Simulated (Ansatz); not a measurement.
# AlNi: the cost of one run

Program: Ansatz 0.2.0. Level of theory: DFT PBE, scalar-relativistic. These are calculated values, not measurements.

### 1 Starting point

The structure is cubic, space group Pm-3m (No. 221). Conventional cell: a = 2.881 Å, b = 2.881 Å, c = 2.881 Å, α = 90.00°, β = 90.00°, γ = 90.00°. Around Al (site symmetry m-3m) lie 8 Ni at 2.50 Å. Around Ni (site symmetry m-3m) lie 8 Al at 2.50 Å.

Coordinates:

```xyz
2
Lattice="2.8810 0.0000 0.0000 0.0000 2.8810 0.0000 0.0000 0.0000 2.8810" Properties=species:S:1:pos:R:3 pbc="T T T"
Al    0.0000    0.0000    0.0000
Ni    1.4405    1.4405    1.4405
```

The cell is a deposited one (Crystallography Open Database entry 9008802); the temperature and pressure of the measurement aren't taken into account, and nothing was relaxed.

Atoms are numbered in the order of the input: Al1, Ni2.

### 2 Volume × 0.94, LAPW

input.yaml

```yaml
crystal:
  lattice:
    - [2.8221875792, 0.0, 0.0]
    - [0.0, 2.8221875792, 0.0]
    - [0.0, 0.0, 2.8221875792]
  atoms:
    - { symbol: Al, position: [0.0, 0.0, 0.0] }
    - { symbol: Ni, position: [0.5, 0.5, 0.5], spin: 1.5 }
magnetization:
  spin_polarized: true
kpoints:
  mp_grid: { grid: [13, 13, 13] }
  band_path:
    path:
      - [0.0, 0.0, 0.0]
      - [0.0, 0.5, 0.0]
      - [0.5, 0.5, 0.0]
      - [0.0, 0.0, 0.0]
      - [0.5, 0.5, 0.5]
      - [0.0, 0.5, 0.0]
      - [0.5, 0.5, 0.5]
      - [0.5, 0.5, 0.0]
    npoints: 5
scf:
  occupations: { method: fermi_dirac, width: 0.05 }
hamiltonian:
  xc: pbe
  pseudopotentials: { kind: all_electron, lapw: { basis_error: 0.0005 } }
output:
  forces: true
  stress: true
  eigenvalues: true
```

The run is started by

```console
$ ansatz run input.yaml --threads 1 --pin off --max-ram 3072MiB --backend cpu --events-out ev --progress --plain --runs-dir out
```

What time and memory should one allow on 1 thread of Intel Xeon Platinum 8488C (Sapphire Rapids), shared host?

About 27 s, with a peak of 0.57 GiB.
